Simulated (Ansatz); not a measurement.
The system is W.

```
W
1.0
     0.00000    2.03000    2.03000
     2.03000    0.00000    2.03000
     2.03000    2.03000    0.00000
W
1
Cartesian
  0.0000 0.0000 0.0000
```

This isn't the form of W at room conditions, which is bcc.

Base run:

* Program: Ansatz 0.2.0
* Functional: PBEsol
* Potentials or basis: Ansatz PAW
* Cutoff: 420 eV (not typed: the program's choice for these potentials)
* k mesh: 8 × 8 × 8
* Occupations: fermi-dirac, width 0.05 eV
* Spin: spin-orbit coupling, no magnetisation

Its results: band gap on the k mesh none (metal or under the smearing width); pressure -11.9 GPa.

Problem. The run is repeated on the same cell with these changes: functional from PBEsol to LDA. What comes out?

Solution. Band gap on the k mesh none (metal or under the smearing width); pressure -16.9 GPa.

LDA binds more tightly than PBEsol, so the same cell stands under less pressure.

Caveats: the PAW data sets come from PBE, with cores solved anew for the run's functional, which leaves a small shift of forces and pressure; so large a pressure means that the cell lies far from this level's equilibrium, or that cutoff or potentials fall short (some runs).
